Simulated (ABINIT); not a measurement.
SiC (Moissanite), 4 atoms in the cell. Symmetry: P6_3mc, No. 186, hexagonal system. The conventional cell has a = 3.076 Å, b = 3.076 Å, c = 5.048 Å, α = 90.00°, β = 90.00°, γ = 120.00°. Si (site symmetry 3m) has 4 C at 1.87 to 1.94 Å as nearest neighbours. Around C (site symmetry 3m) lie 4 Si at 1.87 to 1.94 Å. 

- Program: ABINIT 10.8.3 (patched build)
- Task: single point
- Functional: PBEsol
- Potentials or basis: PseudoDojo NC SR PBEsol v0.4.1 standard
- Cutoff: 1007 eV
- k mesh: 8 × 8 × 4
- Occupations: fermi-dirac, width 0.05 eV
- Spin: no spin polarisation

Potentials or basis: PseudoDojo NC SR PBEsol v0.4.1 standard.

Launch:

```sh
$ abinit run.abi > log 2>&1
```

Hardware: 1 thread of Arm Neoverse V1, with other jobs on the host.

Question: Estimate the wall time of this run.

Answer: Run time: 27 s on 1 thread of Arm Neoverse V1 (shared host), peak memory 0.08 GiB. Counts: scf iterations 9, mpi ranks 1, k points 30, bands 12, plane waves 3024.
